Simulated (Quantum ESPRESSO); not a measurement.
## MgS (Niningerite) under changes of volume

One of the cells (17.609 Å³/atom); the others are scaled copies at fixed shape and fractional positions:

```
CELL_PARAMETERS angstrom
0.00000 2.60165 2.60165
2.60165 0.00000 2.60165
2.60165 2.60165 0.00000
ATOMIC_POSITIONS crystal
S 0.50000 0.50000 0.50000
Mg 0.00000 0.00000 0.00000
```

```yaml
Program: Quantum ESPRESSO 7.5
Functional: PBE
Dispersion: D3(BJ)
Potentials_or_basis: PseudoDojo 0.4.1 SR PBE standard
Cutoff: 1143 eV
Density_cutoff: 4572 eV
k_mesh: 9 × 9 × 9
Occupations: fermi-dirac, width 0.05 eV
Spin: no spin polarisation
```

```tsv
volume (Å³/atom)	energy over the lowest point (meV/atom)	pressure (GPa)	gap on the mesh (eV)
16.553	7.06	3.5	3.05
16.905	?	?	?
17.257	0.00	-0.1	2.96
17.609	2.02	-1.7	2.92
17.962	7.27	-3.1	2.87
18.314	15.45	-4.4	2.83
18.666	26.27	-5.5	2.78
```

Q: What does the run at 16.905 Å³/atom give?

A: Energy over the lowest point 1.57 meV/atom; pressure 1.6 GPa; gap on the mesh 3.00 eV.

Worked out: A Birch-Murnaghan fit of order 3 (a polynomial in V^(-2/3)) to the other rows has its minimum at 17.23 Å³/atom with B0 = V·E''(V) = 80 GPa and B' = 3.9. It gives 1.56 meV/atom at 16.905 Å³/atom, against the run's 1.57, and -dE/dV = 1.6 GPa, against 1.6. A straight line through the other rows of the gap, of slope -2.23 eV per unit of ln V, gives 3.01 eV, against the run's 3.00.

Energies are extrapolated to zero smearing.

Caveats: an odd mesh through Γ misses points on the zone boundary, where band edges often lie.
